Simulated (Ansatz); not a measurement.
# AlN at several levels of theory

One geometry, relaxed with PBE, and single points on it; plane waves with PAW potentials in Ansatz, scalar-relativistic unless the row names spin-orbit coupling. No spin polarisation. Meshes are on the primitive cell of 4 atoms. Gaps are the least over mesh and band path; pressure is positive in compression. Smearing is Gaussian, 0.02 eV. Stresses of the hybrids are converged loosely, to a few tenths of a GPa.

```cif
data_structure
_symmetry_space_group_name_H-M 'P 1'
_symmetry_Int_Tables_number 1
_cell_length_a 3.1302
_cell_length_b 3.1302
_cell_length_c 5.0180
_cell_angle_alpha 90.000
_cell_angle_beta 90.000
_cell_angle_gamma 120.000
_cell_volume 42.58
loop_
_atom_site_label
_atom_site_type_symbol
_atom_site_fract_x
_atom_site_fract_y
_atom_site_fract_z
_atom_site_occupancy
Al1 Al 0.33333 0.66667 0.99923 1
Al2 Al 0.66667 0.33333 0.49923 1
N1 N 0.33333 0.66667 0.38077 1
N2 N 0.66667 0.33333 0.88077 1
```

```tsv
level	cutoff (eV)	k mesh	gap (eV)	pressure (GPa)	rough cost with bands (core-min)
HSE06	420	6×6×4	5.38	-5.3	3
```

What does PBE0 give on the same cell?

```csv
level,cutoff (eV),k mesh,gap (eV),pressure (GPa),rough cost with bands (core-min)
PBE0,420,6×6×4,6.10,-5.3,3
```